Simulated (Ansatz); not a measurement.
This cell of CsI (CsCl type) is off equilibrium:

```yaml
crystal:
  lattice:
    - [9.33383, 0.00000, 0.00000]
    - [0.00000, 4.66692, 0.00000]
    - [0.00000, 0.00000, 4.66692]
  atoms:
    - { symbol: Cs, position: [0.00000, 0.00000, 0.97429] }
    - { symbol: Cs, position: [0.50000, 0.00000, 0.02571] }
    - { symbol: I, position: [0.25000, 0.50000, 0.50000] }
    - { symbol: I, position: [0.75000, 0.50000, 0.50000] }
```

All values below come from PBE (plane waves to 420 eV, PAW, scalar-relativistic; Ansatz, an electronic-structure program). k mesh 4×7×7 (Γ-centred), Fermi-Dirac smearing 0.05 eV. Compression counts positive. CsI was relaxed with its symmetry unable to fall. Spin-orbit coupling is left out, though I is heavy.

Task: What forces act on the atoms (eV/Å, Cartesian)?

Result: 
| atom | Fx | Fy | Fz |
|---|---|---|---|
| Cs1 | 0.000 | 0.000 | 0.054 |
| Cs2 | 0.000 | 0.000 | -0.054 |
| I3 | 0.000 | 0.000 | 0.000 |
| I4 | 0.000 | 0.000 | 0.000 |

(A displaced cell: forces are minus the slopes of the energy, force constants its curvatures, and phonons follow from these.)
